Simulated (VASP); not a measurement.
# CuO (P1) in VASP: equation of state

Aim: energy against volume of CuO in PBE, for its equilibrium volume and stiffness.

Program: VASP 6.6.1. These are calculated values, not measurements. Logs are shortened: lines on timing, memory, paths and dates and some standing lists are left out, and cuts for length are marked.

### 1 The structure

The typed cell holds 4 atoms: a = 2.883 Å, b = 2.899 Å, c = 5.178 Å, α = 95.58°, β = 94.58°, γ = 73.84°.

### 2 Equation of state, PBE, 9.71 Å³/atom

INCAR reads:

```
SYSTEM = CuO
PREC = Accurate
ENCUT = 520
EDIFF = 1E-7
ISMEAR = -1
SIGMA = 0.05
LREAL = .False.
LASPH = .True.
NELM = 80
ALGO = Normal
ISIF = 2
LWAVE = .False.
LCHARG = .False.
GGA = PE
NBANDS = 25
```

KPOINTS reads:

```
regular mesh
0
Gamma
  10 10 5
  0 0 0
```

POSCAR reads:

```
CuO
1.0
    2.2585095169     -1.6943045156      0.0713203242
    2.2684820757      1.7079515803      0.0471657389
   -0.6936378510     -0.0381720707      5.0243648704
Cu O
2 2
Direct
    0.0142532200      0.4796454100      0.0604322300
    0.4708797100      0.1540682100      0.4741201700
    0.5692681500      0.2960328600      0.2639427200
    0.4455989200      0.5702535100      0.7015048700
```

Potentials or basis: VASP PAW PBE potentials, release 64 (Cu, O).

The run is started by

```sh
$ cat potpaw_PBE.64/Cu/POTCAR potpaw_PBE.64/O/POTCAR > POTCAR
$ mpirun -np 1 vasp_std > vasp.out
```

OUTCAR:

```text
SYSTEM = CuO
   PREC = Accurate
   ENCUT = 520
   EDIFF = 1E-7
   ISMEAR = -1
   LREAL = .False.
   LASPH = .True.
   NELM = 80
   ISIF = 2
   GGA = PE

 Found    252 irreducible k-points:

 Following reciprocal coordinates:
            Coordinates               Weight
  0.000000  0.000000  0.000000      1.000000
  0.100000 -0.000000  0.000000      2.000000
  0.200000 -0.000000  0.000000      2.000000
  0.300000 -0.000000  0.000000      2.000000
  0.400000  0.000000  0.000000      2.000000
  0.500000  0.000000  0.000000      1.000000
   k-points           NKPTS =    252   k-points in BZ     NKDIM =    252   number of bands    NBANDS=     25
   number of dos      NEDOS =    301   number of ions     NIONS =      4
   total plane-waves  NPLWV =  23040
   dimension x,y,z NGX =    24 NGY =   24 NGZ =   40
   dimension x,y,z NGXF=    48 NGYF=   48 NGZF=   80
   ions per type =               2   2
   NGX,Y,Z   is equivalent  to a cutoff of  14.13, 14.05, 13.11 a.u.
   NGXF,Y,Z  is equivalent  to a cutoff of  28.25, 28.10, 26.22 a.u.
 SYSTEM =  CuO
   PREC   = accura    normal or accurate (medium, high low for compatibility)
   ISTART =      0    job   : 0-new  1-cont  2-samecut
   ICHARG =      2    charge: 1-file 2-atom 10-const
   ISPIN  =      1    spin polarized calculation?
   LNONCOLLINEAR =      F non collinear calculations
   LSORBIT =      F    spin-orbit coupling
   LASPH  =      T    aspherical Exc in radial PAW
   ENCUT  =  520.0 eV  38.22 Ry    6.18 a.u.   5.25  5.28  9.43*2*pi/ulx,y,z
   NELM   =     80;   NELMIN=  2; NELMDL= -5     # of ELM steps
   EDIFF  = 0.1E-06   stopping-criterion for ELM
   LREAL  =      F    real-space projection
   EDIFFG = 0.1E-05   stopping-criterion for IOM
   NSW    =      0    number of steps for IOM
   IBRION =     -1    ionic relax: 0-MD 1-quasi-New 2-CG
   NFREE  =      0    steps in history (QN), initial steepest desc. (CG)
   ISIF   =      2    stress and relaxation
   ISYM   =      2    0-nonsym 1-usesym 2-fastsym
   POTIM  = 0.5000    time-step for ionic-motion
   TEBEG  =    0.0;   TEEND  =   0.0 temperature during run
   PSTRESS=    0.0 pullay stress
   NELECT =      34.0000    total number of electrons
   NUPDOWN=      -1.0000    fix difference up-down
   EMIN   =  10.00;   EMAX   =-10.00  energy-range for DOS
   EFERMI =   0.00;   METHOD = LEGACY
   ISMEAR =    -1;   SIGMA  =   0.05  broadening in eV -4-tet -1-fermi 0-gaus
   EFERMI_NEDOS =   21; number of points for ismear=-14 and -15
   IALGO  =     38    algorithm
   IMIX   =      4    mixing-type and parameters
     AMIX     =   0.40;   BMIX     =  1.00
     AMIX_MAG =   1.60;   BMIX_MAG =  1.00
  volume/ion in A,a.u.               =       9.71        65.51
  Fermi-wavevector in a.u.,A,eV,Ry     =   1.566192  2.959674 33.374524  2.452958
  Thomas-Fermi vector in A             =   2.668557
   LORBIT       =      0    0 simple, 1 ext, 2 COOP (PROOUT), +10 PAW based schemes
   GGA     = PE    functional components
   LHFCALC =     F    Hartree Fock is set to
   AEXX    =    0.0000 exact exchange contribution
   IVDW    =     0    specifies the selected vdW correction
   LEPSILON=     F    determine dielectric tensor
   LRPA    =     F    only Hartree local field effects (RPA)
 non-spin polarized calculation
  energy-cutoff  :      520.00
  volume of cell :       38.83
 maximum number of plane-waves:      1061
 NGX is ok and might be reduce to    24
   NGX = 11   NGY = 11   NGZ = 19

 number of electron      34.0000008 magnetization

 Free energy of the ion-electron system (eV)
  ---------------------------------------------------
  ext. energy  EPLUGINS =         0.00000000
  ---------------------------------------------------
  free energy    TOTEN  =        -8.38634326 eV

  energy without entropy =       -8.36539124  energy(sigma->0) =       -8.37586725

 E-fermi :   6.8657     XC(G=0): -12.0064

 val. band max:        6.8530529009   @ k =   0.3000   0.1000   0.4000
[... 60 lines left out ...]
     20      12.8470      0.00000
     21      14.7870      0.00000
     22      17.3960      0.00000
     23      19.4238      0.00000
     24      22.0044      0.00000
     25      23.2911      0.00000

 k-point     4 :       0.3000   -0.0000    0.0000
  band No.  band energies     occupation
      1     -15.9642      2.00000
      2     -12.3443      2.00000
      3      -3.8922      2.00000
      4      -3.4039      2.00000
      5      -2.9897      2.00000
      6      -0.4144      2.00000
      7       0.6061      2.00000
      8       2.0660      2.00000
      9       2.6607      2.00000
     10       3.0730      2.00000
     11       3.5364      2.00000
     12       3.9985      2.00000
     13       4.3256      2.00000
     14       4.5987      2.00000
     15       4.7800      2.00000
     16       5.7263      2.00000
     17       6.9263      0.45893
     18       7.4056      0.00004
     19      10.3368      0.00000
     20      12.1945      0.00000
     21      15.6892      0.00000
     22      16.0092      0.00000
     23      17.9921      0.00000
     24      21.0801      0.00000
     25      23.0269      0.00000

 k-point     5 :       0.4000    0.0000    0.0000
  band No.  band energies     occupation
      1     -15.8466      2.00000
      2     -12.2192      2.00000
      3      -4.0045      2.00000
      4      -3.4962      2.00000
      5      -2.9943      2.00000
      6      -0.2740      2.00000
      7       0.2439      2.00000
      8       2.1586      2.00000
      9       2.8640      2.00000
     10       3.2420      2.00000
     11       3.4923      2.00000
     12       4.0316      2.00000
     13       4.3385      2.00000
     14       4.5136      2.00000
     15       4.8222      2.00000
     16       5.3056      2.00000
     17       6.9585      0.27033
     18       7.4134      0.00003
     19      11.0229      0.00000
     20      11.8675      0.00000
     21      14.3252      0.00000
     22      16.9502      0.00000
     23      17.3275      0.00000
     24      19.9606      0.00000
     25      22.8932      0.00000

 k-point     6 :       0.5000    0.0000    0.0000
  band No.  band energies     occupation
      1     -15.8009      2.00000
      2     -12.1695      2.00000
      3      -4.0780      2.00000
      4      -3.5078      2.00000
      5      -2.9930      2.00000
      6      -0.1760      2.00000
      7       0.0534      2.00000
      8       2.1674      2.00000
      9       2.9778      2.00000
     10       3.3285      2.00000
     11       3.5114      2.00000
     12       4.0797      2.00000
     13       4.3554      2.00000
     14       4.4773      2.00000
     15       4.7641      2.00000
     16       5.1840      2.00000
     17       6.9685      0.22675
     18       7.3879      0.00006
     19      10.8607      0.00000
     20      12.6627      0.00000
     21      13.2504      0.00000
     22      16.9382      0.00000
     23      17.8129      0.00000
     24      19.2731      0.00000
     25      22.8338      0.00000

 [... further k-points ...]
[... 5 lines left out ...]
  --------------------------------------------------------------------------------------
  -------------------------------------------------------------------------------------
  Total       26.0454360      9.8979171     52.0517037      2.9026863      0.8151476    -20.6171058
  in kB     1074.6673721    408.4004775   2147.7186090    119.7684800     33.6340148   -850.6876551
  external PRESSURE =    1210.2621529 kB  Pullay stress =       0.0000000 kB

 VOLUME and BASIS-vectors are now :
 -----------------------------------------------------------------------------
  energy-cutoff  :      520.00
  volume of cell :       38.83
      direct lattice vectors                 reciprocal lattice vectors
     2.258509517 -1.694304516  0.071320324     0.221044484 -0.294369755  0.028279817
     2.268482076  1.707951580  0.047165739     0.219162162  0.293510852  0.032486313
    -0.693637851 -0.038172071  5.024364870    -0.005195066  0.001423243  0.198323740

 POSITION                                       TOTAL-FORCE (eV/Angst)
 -----------------------------------------------------------------------------------
      1.07834      0.79276      0.32727         0.116167      1.628497     -4.238187
      1.08412     -0.55277      2.42300       -29.164942     -8.250899     33.576617
      1.77416     -0.46898      1.38071        24.820224      2.098834    -37.376207
      1.81341      0.19221      3.58329         4.228551      4.523569      8.037777
 -----------------------------------------------------------------------------------
    total drift:                               -0.000334      0.000888     -0.000686

  FREE ENERGIE OF THE ION-ELECTRON SYSTEM (eV)
  ---------------------------------------------------
  free  energy   TOTEN  =        -8.3863432615 eV

  energy  without entropy=       -8.3653912441  energy(sigma->0) =       -8.37586725
```

Wall time 3.1 min (1 thread of AMD EPYC 9R14 (Zen 4), shared host); peak memory 0.28 GiB.

What came out:

```
Free energy            : -8.3863 eV
Pressure               : 121.0 GPa
Largest force          : 45.233 eV/Å
Band gap on the k mesh : none (metal or under the smearing width)
```

Caveat: the cell as given lies far from equilibrium; the run has no spin polarisation, though such a crystal can be magnetic; semilocal functionals often make such compounds metallic where correlation or magnetic order opens a gap, which also shifts bond lengths; forces of over 1 eV/Å show positions far from the minimum, so gaps and moduli don't describe the material at rest.

### 3 Equation of state, PBE, 9.91 Å³/atom

INCAR reads:

```
SYSTEM = CuO
PREC = Accurate ; ENCUT = 520
EDIFF = 1E-7 ; ISMEAR = -1
SIGMA = 0.05 ; LREAL = .FALSE.
LASPH = .TRUE. ; NELM = 60
ALGO = Normal ; ISIF = 2
LWAVE = .FALSE. ; LCHARG = .FALSE.
GGA = PE ; NBANDS = 25
```

KPOINTS reads:

```
regular mesh
0
G
  10 10 5
  0 0 0
```

POSCAR reads:

```
CuO
1.0
    2.2744150375     -1.7062366307      0.0718225965
    2.2844578280      1.7199798046      0.0474979029
   -0.6985227855     -0.0384408969      5.0597488874
Cu O
2 2
Direct
    0.0142532200      0.4796454100      0.0604322300
    0.4708797100      0.1540682100      0.4741201700
    0.5692681500      0.2960328600      0.2639427200
    0.4455989200      0.5702535100      0.7015048700
```

Potentials or basis: VASP PAW PBE potentials, release 64 (Cu, O).

The run is started by

```sh
$ cat potpaw_PBE.64/Cu/POTCAR potpaw_PBE.64/O/POTCAR > POTCAR
$ mpirun -np 1 vasp_std > vasp.out
```

Wall time 3.1 min (1 thread of AMD EPYC 9R14 (Zen 4), shared host); peak memory 0.29 GiB.

The run converged. Its results:

```yaml
Free_energy: -8.9860 eV
Pressure: 111.1 GPa
Largest_force: 43.245 eV/Å
Band_gap_on_the_k_mesh: none (metal or under the smearing width)
```

Caveat: the cell as given lies far from equilibrium; the run has no spin polarisation, though such a crystal can be magnetic; semilocal functionals often make such compounds metallic where correlation or magnetic order opens a gap, which also shifts bond lengths; forces of over 1 eV/Å show positions far from the minimum, so gaps and moduli don't describe the material at rest.

### 4 Equation of state, PBE, 10.12 Å³/atom

INCAR reads:

```
PREC     = Accurate       # precision mode
ENCUT    = 520            # plane-wave cutoff, eV
EDIFF    = 1E-7           # SCF threshold, eV
ISMEAR   = -1             # smearing method
SIGMA    = 0.05           # smearing width, eV
LREAL    = F              # projectors in reciprocal space
LASPH    = T              # aspherical terms in the spheres
NELM     = 60             # most SCF steps
ALGO     = Normal         # electronic algorithm
ISIF     = 2              # what is computed and relaxed
LWAVE    = F              # write WAVECAR
LCHARG   = F              # write CHGCAR
GGA      = PE             # functional
NBANDS   = 25             # bands
```

KPOINTS reads:

```
Automatic mesh
0
Gamma
  10 10 5
```

POSCAR reads:

```
CuO
1.0
    2.2901011542     -1.7180041517      0.0723179404
    2.3002132074      1.7318421092      0.0478254850
   -0.7033403363     -0.0387060149      5.0946448100
Cu O
2 2
Direct
    0.0142532200      0.4796454100      0.0604322300
    0.4708797100      0.1540682100      0.4741201700
    0.5692681500      0.2960328600      0.2639427200
    0.4455989200      0.5702535100      0.7015048700
```

The run is started by

```sh
$ cat potpaw_PBE.64/Cu/POTCAR potpaw_PBE.64/O/POTCAR > POTCAR
$ mpirun -np 1 vasp_std > vasp.out
```

It took 3.2 min on 1 thread of AMD EPYC 9R14 (Zen 4), shared host; peak memory 0.29 GiB.

It converged, with:

- Free energy: -9.5364 eV
- Pressure: 101.9 GPa
- Largest force: 41.373 eV/Å
- Band gap on the k mesh: none (metal or under the smearing width)

Caveat: the cell as given lies far from equilibrium; the run has no spin polarisation, though such a crystal can be magnetic; semilocal functionals often make such compounds metallic where correlation or magnetic order opens a gap, which also shifts bond lengths; forces of over 1 eV/Å show positions far from the minimum, so gaps and moduli don't describe the material at rest.

### 5 Equation of state, PBE, 10.53 Å³/atom

INCAR reads:

```
PREC = Accurate
ENCUT = 520
EDIFF = 1E-7
ISMEAR = -1
SIGMA = 0.05
LREAL = F
LASPH = T
NELM = 100
ALGO = Normal
ISIF = 2
LWAVE = F
LCHARG = F
GGA = PE
NBANDS = 25
```

KPOINTS is that of step 4.

POSCAR reads:

```
CuO
1.0
    2.3208444354     -1.7410673622      0.0732887669
    2.3310922371      1.7550910862      0.0484675145
   -0.7127822728     -0.0392256208      5.1630374652
Cu O
2 2
Direct
    0.0142532200      0.4796454100      0.0604322300
    0.4708797100      0.1540682100      0.4741201700
    0.5692681500      0.2960328600      0.2639427200
    0.4455989200      0.5702535100      0.7015048700
```

The run is started by

```sh
$ cat potpaw_PBE.64/Cu/POTCAR potpaw_PBE.64/O/POTCAR > POTCAR
$ mpirun -np 1 vasp_std > vasp.out
```

It took 3.2 min on 1 thread of AMD EPYC 9R14 (Zen 4), shared host; peak memory 0.3 GiB.

The run converged. Its results:

| Item | Value |
| --- | --- |
| Free energy | -10.5055 eV |
| Pressure | 85.9 GPa |
| Largest force | 37.938 eV/Å |
| Band gap on the k mesh | none (metal or under the smearing width) |

Caveat: the cell as given lies far from equilibrium; the run has no spin polarisation, though such a crystal can be magnetic; semilocal functionals often make such compounds metallic where correlation or magnetic order opens a gap, which also shifts bond lengths; forces of over 1 eV/Å show positions far from the minimum, so gaps and moduli don't describe the material at rest.

### 6 Equation of state, PBE, 10.74 Å³/atom

INCAR reads:

```
PREC     = Accurate       # precision mode
ENCUT    = 520            # plane-wave cutoff, eV
EDIFF    = 1E-7           # SCF threshold, eV
ISMEAR   = -1             # smearing method
SIGMA    = 0.05           # smearing width, eV
LREAL    = False          # projectors in reciprocal space
LASPH    = True           # aspherical terms in the spheres
NELM     = 100            # most SCF steps
ALGO     = Normal         # electronic algorithm
ISIF     = 2              # what is computed and relaxed
LWAVE    = False          # write WAVECAR
LCHARG   = False          # write CHGCAR
GGA      = PE             # functional
NBANDS   = 25             # bands
```

KPOINTS reads:

```
regular mesh
0
Gamma
  10 10 5
```

POSCAR reads:

```
CuO
1.0
    2.3359152761     -1.7523733112      0.0737646813
    2.3462296239      1.7664881009      0.0487822474
   -0.7174108588     -0.0394803397      5.1965646219
Cu O
2 2
Direct
    0.0142532200      0.4796454100      0.0604322300
    0.4708797100      0.1540682100      0.4741201700
    0.5692681500      0.2960328600      0.2639427200
    0.4455989200      0.5702535100      0.7015048700
```

Potentials or basis: VASP PAW PBE potentials, release 64 (Cu, O).

The run is started by

```sh
$ cat potpaw_PBE.64/Cu/POTCAR potpaw_PBE.64/O/POTCAR > POTCAR
$ mpirun -np 1 vasp_std > vasp.out
```

It took 3.3 min on 1 thread of AMD EPYC 9R14 (Zen 4), shared host; peak memory 0.3 GiB.

Results (log left out):

- Free energy: -10.9313 eV
- Pressure: 78.8 GPa
- Largest force: 36.360 eV/Å
- Band gap on the k mesh: none (metal or under the smearing width)

Caveat: the cell as given lies far from equilibrium; the run has no spin polarisation, though such a crystal can be magnetic; semilocal functionals often make such compounds metallic where correlation or magnetic order opens a gap, which also shifts bond lengths; forces of over 1 eV/Å show positions far from the minimum, so gaps and moduli don't describe the material at rest.

### 7 Equation of state, PBE, 10.95 Å³/atom

INCAR reads:

```
SYSTEM = CuO
ALGO     = Normal         ! electronic algorithm
EDIFF    = 1E-7           ! SCF threshold, eV
ENCUT    = 520            ! plane-wave cutoff, eV
GGA      = PE             ! functional
ISIF     = 2              ! what is computed and relaxed
ISMEAR   = -1             ! smearing method
LASPH    = .True.         ! aspherical terms in the spheres
LCHARG   = .False.        ! write CHGCAR
LREAL    = .False.        ! projectors in reciprocal space
LWAVE    = .False.        ! write WAVECAR
NBANDS   = 25             ! bands
NELM     = 80             ! most SCF steps
PREC     = Accurate       ! precision mode
SIGMA    = 0.05           ! smearing width, eV
```

KPOINTS reads:

```
k-points
0
Gamma
  10 10 5
  0 0 0
```

POSCAR reads:

```
CuO
1.0
    2.3507941185     -1.7635352256      0.0742345327
    2.3611741645      1.7777399208      0.0490929707
   -0.7219804780     -0.0397318136      5.2296646520
Cu O
2 2
Direct
    0.0142532200      0.4796454100      0.0604322300
    0.4708797100      0.1540682100      0.4741201700
    0.5692681500      0.2960328600      0.2639427200
    0.4455989200      0.5702535100      0.7015048700
```

The run is started by

```sh
$ cat potpaw_PBE.64/Cu/POTCAR potpaw_PBE.64/O/POTCAR > POTCAR
$ mpirun -np 1 vasp_std > vasp.out
```

Run time: 3.2 min. Hardware: 1 thread of AMD EPYC 9R14 (Zen 4), shared host; peak memory 0.3 GiB.

Results (log left out):

```yaml
Free_energy: -11.3221 eV
Pressure: 72.3 GPa
Largest_force: 34.866 eV/Å
Band_gap_on_the_k_mesh: none (metal or under the smearing width)
```

Caveat: the cell as given lies far from equilibrium; the run has no spin polarisation, though such a crystal can be magnetic; semilocal functionals often make such compounds metallic where correlation or magnetic order opens a gap, which also shifts bond lengths; forces of over 1 eV/Å show positions far from the minimum, so gaps and moduli don't describe the material at rest.

### 8 Equation of state, PBE

Potentials or basis: VASP PAW PBE potentials, release 64 (Cu, O).

No new run: the results of the series are fitted here.

Results:

| Item | Value |
| --- | --- |
| Equilibrium volume | outside the volumes run |

Energy against volume, from the lowest point:
```tsv
volume (Å³/atom)	energy (meV/atom)
9.708	733.66
9.914	583.79
10.121	446.24
10.327	319.98
10.534	204.06
10.740	97.65
10.947	0.00
```

Caveat: the run has no spin polarisation, though such a crystal can be magnetic.
